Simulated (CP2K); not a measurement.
Runs of CP2K 2026.2 on Sn. Symmetry: Fd-3m, No. 227, cubic system. Conventional cell: a = 6.467 Å, b = 6.467 Å, c = 6.467 Å, α = 90.00°, β = 90.00°, γ = 90.00°. Sn (site symmetry -43m) is surrounded by 4 Sn at 2.80 Å. This isn't the form of Sn at room conditions, which is tetragonal (white tin).

```csv
level,cutoff of the non-local correlation (Ry),gap on the mesh (eV),pressure (GPa)
LDA,-,none,(b)
r2SCAN,-,none,3.5
rev-vdW-DF2,300,none,(a)
PBEsol,-,none,3.8
PBE,-,none,4.2
```

Alike in all rows: task band structure; potentials or basis POTENTIAL_UZH Sn GTH-PBE-q4; TZVP-MOLOPT-PBE-GTH basis; no spin polarisation; cell as given; k mesh 7 × 7 × 7; smearing fermi-dirac 0.05 eV.

Task: Estimate the missing entries.

Result: (a) 4.1; (b) 3.9.

Caveats: spin-orbit coupling is left out, which moves the levels of the heavy elements; the basis of atomic orbitals isn't converged, which shifts pressures, moduli and gaps; the potentials were made for another functional, which shifts forces and pressure (some runs).

A k mesh can miss the band edges, and the runs leave out spin-orbit coupling on Sn.

A gap of «none» marks a metal or a gap under the smearing width.
